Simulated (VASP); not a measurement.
Na:

```
Na
1.0
     3.70038    0.00000    0.00000
    -1.85019    3.20463    0.00000
     0.00000    0.00000   12.53732
Na
4
Direct
  0.66667 0.33333 0.75000
  0.00000 0.00000 0.50000
  0.33333 0.66667 0.25000
  0.00000 0.00000 0.00000
```

This isn't the form of Na at room conditions, which is bcc.

* Program: VASP 6.6.1
* Task: single point
* Functional: PBE
* Potentials or basis: VASP PAW PBE potentials, release 64 (Na_pv)
* Cutoff: 520 eV
* k mesh: 8 × 8 × 3
* Occupations: fermi-dirac, width 0.05 eV
* Spin: no spin polarisation

On this cell: pressure 0.0 GPa; largest force under 0.003 eV/Å; band gap on the k mesh none (metal or under the smearing width).

The same run follows on a disturbed copy (atoms moved at random, drawn with an rms of 0.05 Å):

```
Na
1.0
     3.70038    0.00000    0.00000
    -1.85019    3.20463    0.00000
     0.00000    0.00000   12.53732
Na
4
Direct
  0.67684 0.35248 0.75320
  0.00558 0.99889 0.49961
  0.33574 0.67800 0.25136
  0.00536 0.99342 0.00136
```

Problem. What changes?

Solution. The energy (extrapolated to zero smearing) moves by +0.3 meV/atom; pressure 0.0 GPa; largest force 0.022 eV/Å; band gap on the k mesh none (metal or under the smearing width).

Forces on the atoms (eV/Å):
```
Na   0.002 -0.008 -0.021
Na  -0.003  0.005  0.021
Na   0.005 -0.005 -0.009
Na  -0.004  0.008  0.008
```

Stress tensor (GPa, compression positive):
```
 0.30  0.00  0.00
 0.00  0.32  0.00
 0.00  0.00 -0.64
```
